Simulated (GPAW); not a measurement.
Input of a GPAW 26.7.0 run:

Contents of run.py:

```python
from ase import Atoms
from ase.calculators.mixing import SumCalculator
from ase.filters import FrechetCellFilter
from ase.io import write
from ase.optimize import BFGS
from dftd3.ase import DFTD3
from gpaw import GPAW, PW, setup_paths

setup_paths.insert(0, '.')

atoms = Atoms(['Pb', 'Te'],
              cell=[[0.0, 3.231, 3.231],
                    [3.231, 0.0, 3.231],
                    [3.231, 3.231, 0.0]],
              scaled_positions=[[0.0, 0.0, 0.0],
                                [0.5, 0.5, 0.5]],
              pbc=True)

calc = GPAW(mode=PW(600),
            xc='PBEsol',
            kpts={'size': (7, 7, 7), 'gamma': True},
            occupations={'name': 'fermi-dirac', 'width': 0.05},
            nbands=19,
            convergence={'density': 1e-05, 'forces': 0.0001},
            maxiter=150,
            txt='gpaw.txt')
atoms.calc = SumCalculator([calc, DFTD3(damping='d3bj', params_tweaks=dict(method='pbesol', atm=True))])
opt = BFGS(FrechetCellFilter(atoms), trajectory='relax.traj', logfile='-')
done = opt.run(fmax=0.02, steps=60)
calc.write('gs.gpw')
write('result.traj', atoms)
print('Converged:', done)
print('Cell:', atoms.cell.cellpar().round(4))
print('Volume:', round(atoms.get_volume(), 4))
print(atoms.get_scaled_positions().round(5))
```

Potentials or basis: PAW data sets generated in the run's folder for this functional, pw.

Launch:

```bash
$ gpaw-setup -f PBEsol Pb Te
$ OMP_NUM_THREADS=1 python run.py
```

(1) What does it give for the relaxed cell?

(2) Estimate the relaxed volume.

## Answers

(1) a = 4.485 Å, b = 4.485 Å, c = 4.485 Å, α = 60.00°, β = 60.00°, γ = 60.00°.

(2) 31.90 Å³/atom.

Caveat: later steps reuse the first step's grids.
